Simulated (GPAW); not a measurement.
**SnTe in GPAW: convergence with convergence criteria**

Input of the first run (convergence criteria density=0.001 energy=0.01 eigenstates=0.0001); the others differ in this setting and in those tied to it:

The input run.py:

```python
from ase import Atoms
from ase.dft.bandgap import bandgap
from ase.io import write
from ase.units import GPa
from gpaw import GPAW, PW

atoms = Atoms(['Te', 'Sn'],
              cell=[[0.0, 3.611146, 3.611146],
                    [3.611146, 0.0, 3.611146],
                    [3.611146, 3.611146, 0.0]],
              scaled_positions=[[0.25, 0.25, 0.25],
                                [0.0, 0.0, 0.0]],
              pbc=True)

calc = GPAW(mode=PW(600),
            xc='PBE',
            kpts={'size': (7, 7, 7), 'gamma': True},
            occupations={'name': 'fermi-dirac', 'width': 0.05},
            nbands=19,
            convergence={'density': 0.001, 'energy': 0.01, 'eigenstates': 0.0001},
            maxiter=100,
            txt='gpaw.txt')
atoms.calc = calc
energy = atoms.get_potential_energy()
forces = atoms.get_forces()
stress = atoms.get_stress()
calc.write('gs.gpw')
write('result.traj', atoms)
print(f'Energy: {energy:.6f} eV')
print('Forces (eV/A):')
print(forces.round(4))
print('Stress (GPa):', (stress / GPa).round(3))
print('Fermi level:', round(calc.get_fermi_level(), 4), 'eV')
print(f'Gap: {bandgap(calc)[0]:.4f} eV, direct: {bandgap(calc, direct=True)[0]:.4f} eV')
```

Potentials or basis: GPAW PAW data sets (gpaw-data 1.2.1), pw.

Command:

```sh
$ OMP_NUM_THREADS=1 python run.py
```

Measurements of this composition are mostly on another form, of space group No. 225.

Hardware: 1 thread of Arm Neoverse V1, with other jobs on the host.

| convergence criteria | energy less the tightest run, at zero smearing (meV/atom) | SCF cycles | CPU time (s) | peak memory (GiB) |
| --- | --- | --- | --- | --- |
| density=0.001 energy=0.01 eigenstates=0.0001 | 0.00 | 6 | 18 | 0.19 |
| default | 0.00 | 8 | 24 | 0.19 |
| density=1e-05 energy=1e-05 | 0.00 | 9 | 26 | 0.19 |
| density=1e-05 forces=0.0001 | 0.00 | 10 | 27 | 0.19 |
| density=1e-06 energy=1e-06 eigenstates=1e-10 | 0.00 | 11 | 32 | 0.19 |

Against the tightest run, the energy stays within 1 meV/atom from density=0.001 energy=0.01 eigenstates=0.0001 on. The tightest run that finished is the yardstick and may itself not be fully converged.

Caveat, for the tightest run too: spin-orbit coupling is left out, which moves the levels of the heavy elements; an odd mesh through Γ misses points on the zone boundary, where band edges often lie.
